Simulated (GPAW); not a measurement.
The system is TiTe.

```
Ti Te
1.0
     0.00000    3.05007    3.05007
     3.05007    0.00000    3.05007
     3.05007    3.05007    0.00000
Ti Te
1 1
Direct
  0.50000 0.50000 0.50000
  0.00000 0.00000 0.00000
```

The cell comes from a database or a generator and needn't be the stable form of this composition.

```yaml
Program: GPAW 26.7.0
Task: relaxation of cell and atoms
Functional: BLYP
Potentials_or_basis: PAW data sets generated in the run's folder for this functional
Cutoff: 600 eV
Basis: pw
k_mesh: 8 × 8 × 8
Occupations: fermi-dirac, width 0.05 eV
Spin: no spin polarisation
```

At the start: pressure -7.6 GPa; volume 28.37 Å³/atom.

Problem. How do energy, volume and symmetry change on relaxing?

Solution. Over 5 steps the energy falls by 115.9 meV/atom and the volume is 23.99 Å³/atom (-15.5 %); space group Fm-3m (No. 225, to 0.05 Å).

The path:
```
step  energy change (eV)  largest force (eV/Å)  pressure (GPa)  volume (Å³)
   1              0.0000                0.0000           -7.57        56.75
   2             -0.0701                0.0000           -6.71        55.14
   3             -0.2134                0.0000            2.78        46.14
   4             -0.2318                0.0000           -0.48        48.31
   5             -0.2317                0.0000           -0.02        47.97
```

Final structure:
```cif
data_structure
_symmetry_space_group_name_H-M 'P 1'
_symmetry_Int_Tables_number 1
_cell_length_a 4.0785
_cell_length_b 4.0785
_cell_length_c 4.0785
_cell_angle_alpha 60.000
_cell_angle_beta 60.000
_cell_angle_gamma 60.000
_cell_volume 47.97
loop_
_atom_site_label
_atom_site_type_symbol
_atom_site_fract_x
_atom_site_fract_y
_atom_site_fract_z
_atom_site_occupancy
Ti1 Ti 0.50000 0.50000 0.50000 1
Te1 Te 0.00000 0.00000 0.00000 1
```

Caveat: later steps reuse the first step's grids; the volume moved by over 15 % at a fixed basis, so the end points are rough.
